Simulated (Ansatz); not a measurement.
Crystal: Ru.

```
Ru
1.0
     2.70580    0.00000    0.00000
    -1.35290    2.34329    0.00000
     0.00000    0.00000    4.28190
Ru
2
Direct
  0.66667 0.33333 0.75000
  0.33333 0.66667 0.25000
```

Base run:

* Program: Ansatz 0.2.0
* Functional: PBE
* Potentials or basis: Ansatz PAW
* Cutoff: 250 eV
* Density cutoff: 1000 eV
* k mesh: 11 × 11 × 6
* Occupations: fermi-dirac, width 0.05 eV
* Spin: no spin polarisation

Its results: band gap on the k mesh none (metal or under the smearing width); pressure 15.1 GPa.

Problem. After a change of settings the same cell gave: band gap on the k mesh none (metal or under the smearing width); pressure 4.1 GPa. Which change was it?
A. functional from PBE to LDA; cutoff from 250 eV to 420 eV (not typed: the program's choice for these potentials)
B. functional from PBE to PBEsol; cutoff from 250 eV to 420 eV (not typed: the program's choice for these potentials)
C. functional from PBE to revPBE; cutoff from 250 eV to 420 eV (not typed: the program's choice for these potentials)
D. cutoff from 250 eV to 420 eV (not typed: the program's choice for these potentials); k mesh from 11 × 11 × 6 to 8 × 8 × 5

Solution. D.

Caveats: so large a pressure means that the cell lies far from this level's equilibrium, or that cutoff or potentials fall short (some runs); the pressure holds a Pulay correction of +117.6 GPa for the finite cutoff (some runs); the cutoff lies under the one recommended for these potentials (some runs).
